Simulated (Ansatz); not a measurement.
Runs of Ansatz 0.2.0 on W2C. It takes space group P-3m1 (No. 164, trigonal). Conventional cell: a = 3.070 Å, b = 3.070 Å, c = 4.678 Å, α = 90.00°, β = 90.00°, γ = 120.00°. W (site symmetry 3m) has 3 C at 2.13 Å as nearest neighbours. Around C (site symmetry -3m) lie 6 W at 2.13 Å. The cell comes from a database or a generator and needn't be the stable form of this composition.

| share of exact exchange | gap on the mesh (eV) | pressure (GPa) | largest force (eV/Å) |
| --- | --- | --- | --- |
| 0.05 | none | -3.3 | (b) |
| 0.4 | none | -15.2 | (a) |
| 0.15 | none | -6.8 | 0.59 |
| 0.1 | none | (c) | 0.51 |
| 0.5 | none | -18.5 | 1.13 |

Alike in all rows: task single point; level HSE06 form with a typed share of exact exchange; potentials or basis Ansatz PAW; no spin polarisation; cell as given; k mesh 5 × 5 × 3; cutoff (eV) 420; smearing fermi-dirac 0.05 eV; the mesh is coarse, so values aren't converged.

Task: Fill in the values left out.

Result: (a) 0.97; (b) 0.43; (c) -5.0.

Caveats: all runs use coarse meshes; the PAW data sets come from PBE, with cores solved anew for the run's functional, which leaves a small shift of forces and pressure; the thresholds are loose for stress; forces of over 1 eV/Å show positions far from the minimum, so gaps and moduli don't describe the material at rest (some runs).

A k mesh can miss the band edges, and the runs leave out spin-orbit coupling on W.

A gap of «none» marks a metal or a gap under the smearing width.
